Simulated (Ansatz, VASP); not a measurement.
## Two plane-wave programs on Pt

```
Pt
1.0
    -1.58422    1.58422    1.63175
     1.58422   -1.58422    1.63175
     1.58422    1.58422   -1.63175
Pt
1
Cartesian
  0.0000 0.0000 0.0000
```

Change from the starting cell: strain +0.0300 x Voigt [0, 0, 1, 0, 0, 0], atoms carried along.

Alike in both runs: task single point; functional PBEsol; k mesh 22 × 22 × 22; occupations gaussian, width 0.15 eV; no spin polarisation.

|  | VASP | Ansatz |
| --- | --- | --- |
| version | VASP 6.6.1 | Ansatz 0.2.0 |
| potentials or method | VASP PAW PBE potentials, release 64 (Pt) | scalar-relativistic, plane waves, PAW |
| plane-wave cutoff (eV) | 520 | 420 |
| valence electrons in the cell | 10 | 18 |

|  | VASP | Ansatz | Ansatz less VASP |
| --- | --- | --- | --- |
| gap on the k mesh at the Fermi level (eV) | none | none | - |
| pressure (GPa) | -17.2 | -16.8 | +0.34 |
| largest component of the traceless stress (GPa) | 1.62 | 1.62 | +0.005 |

A gap of «none» marks a metal or a gap that the smearing closes. The two sets of potentials don't hold the same shells in valence.

Caveats: so large a pressure means that the cell lies far from this level's equilibrium, or that cutoff or potentials fall short (VASP); the potentials were made for another functional, which shifts forces and pressure (VASP). Spin-orbit coupling is left out, which matters for the levels of Pt.
